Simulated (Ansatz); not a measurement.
TiO2 — Ti-47 NMR of the central transition

Cell: a structure deposited in the COD, ions relaxed with PBE at fixed cell.

Space group Pbcn (No. 60); a = 4.5318, b = 5.5019, c = 4.9063 Å.

| site | Wyckoff | site symmetry | x | y | z |
| --- | --- | --- | --- | --- | --- |
| Ti | 4c | .2. | 0.0000 | 0.1758 | 0.2500 |
| O | 8d | 1 | 0.2702 | 0.3824 | 0.4195 |

One atom of each set is listed.

All values are calculated (Ansatz; DFT, r2SCAN, plane waves and PAW, scalar-relativistic, 500 eV cutoff, Γ-centred 5×4×4 k-points, Fermi–Dirac smearing 0.02 eV), not measured.

Ti-47 has I = 5/2 and Q = 302.0 mb (Pyykkö 2018); at 23.5 T its Larmor frequency is ν₀ = 56.5 MHz. Only the quadrupole interaction is simulated: positions count from each site's isotropic chemical shift, and shift anisotropy, dipolar and J coupling are left out.

Simulated pattern of one Ti site (static powder, Gaussian broadening 10 kHz):

| offset (kHz) | height |
| --- | --- |
| -236.6 | 0 |
| -220.7 | 14 |
| -204.8 | 39 |
| -188.8 | 42 |
| -172.9 | 44 |
| -157.0 | 47 |
| -141.0 | 50 |
| -125.1 | 55 |
| -109.2 | 61 |
| -93.3 | 70 |
| -77.3 | 93 |
| -61.4 | 86 |
| -45.5 | 72 |
| -29.6 | 68 |
| -13.6 | 66 |
| 2.3 | 65 |
| 18.2 | 57 |
| 34.2 | 67 |
| 50.1 | 100 |
| 66.0 | 58 |
| 81.9 | 42 |
| 97.9 | 37 |
| 113.8 | 13 |
| 129.7 | 0 |

Question: Which |C_Q| and η does the pattern imply?

Answer: The pattern spans 330 kHz before broadening and its centre of gravity is at -47.2 kHz, which fixes P_Q; the places of the horns and steps fix η. That gives P_Q = 21.1 MHz, |C_Q| = 20.2 MHz and η = 0.50. The sign of C_Q can't be read from the pattern.
